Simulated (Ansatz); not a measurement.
Runs of Ansatz 0.2.0 on Li2S. The structure is cubic, space group Fm-3m (No. 225). Conventional cell: a = 5.689 Å, b = 5.689 Å, c = 5.689 Å, α = 90.00°, β = 90.00°, γ = 90.00°. S (site symmetry m-3m) is surrounded by 8 Li at 2.46 Å. Li (site symmetry -43m) has 4 S at 2.46 Å as nearest neighbours. 

| task | level | k mesh | smearing | gap on the mesh (eV) | pressure (GPa) |
| --- | --- | --- | --- | --- | --- |
| single point | PBEsol | 8 × 8 × 8 | gaussian 0.02 eV | 3.22 | -0.7 |
| projected density of states | BLYP | 5 × 5 × 5 | fermi-dirac 0.05 eV | (a) | 1.6 |
| projected density of states | revPBE | 5 × 5 × 5 | fermi-dirac 0.05 eV | 3.79 | 1.9 |
| single point | PBEsol | 8 × 8 × 8 | gaussian 0.05 eV | 3.22 | -0.7 |
| projected density of states | RPBE | 5 × 5 × 5 | fermi-dirac 0.05 eV | (b) | 2.1 |

Alike in all rows: potentials or basis Ansatz PAW; no spin polarisation; cell as given; cutoff (eV) 420.

Task: Fill in the values left out.

Result: (a) 3.91; (b) 3.83.

Caveats: the PAW data sets come from PBE, with cores solved anew for the run's functional, which leaves a small shift of forces and pressure; odd divisions of the mesh miss points on the zone boundary, where band edges often lie, so the gap on the mesh can be too wide (some runs); the density of states is complete only up to the lowest level of the last band computed (some runs).

A k mesh can miss the band edges.

Runs at the PBE level aren't shown here.
